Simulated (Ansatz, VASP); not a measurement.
**Two plane-wave programs on Ga**

```xyz
4
Lattice="2.2179 -3.7419 0.0000 2.2179 3.7419 0.0000 0.0000 0.0000 4.4250" Properties=species:S:1:pos:R:3 pbc="T T T"
Ga    2.2179   -2.5772    0.3803
Ga    2.2179   -1.1648    2.5928
Ga    2.2179    2.5772    4.0447
Ga    2.2179    1.1648    1.8322
```

Alike in both runs: task single point; functional LDA; k mesh 8 × 8 × 7; occupations gaussian, width 1 eV; no spin polarisation.

|  | VASP | Ansatz |
| --- | --- | --- |
| version | VASP 6.6.1 | Ansatz 0.2.0 |
| potentials or method | VASP PAW LDA potentials, release 64 (Ga_d) | plane waves (420 eV) with PAW, scalar-relativistic |
| plane-wave cutoff (eV) | 520 | 420 |
| valence electrons in the cell | 52 | 52 |

```tsv
	VASP	Ansatz	Ansatz less VASP
pressure (GPa)	1.1	0.9	-0.22
largest component of the traceless stress (GPa)	0.42	0.43	+0.011
```

Ansatz warned: «pseudo_functional_mismatch».
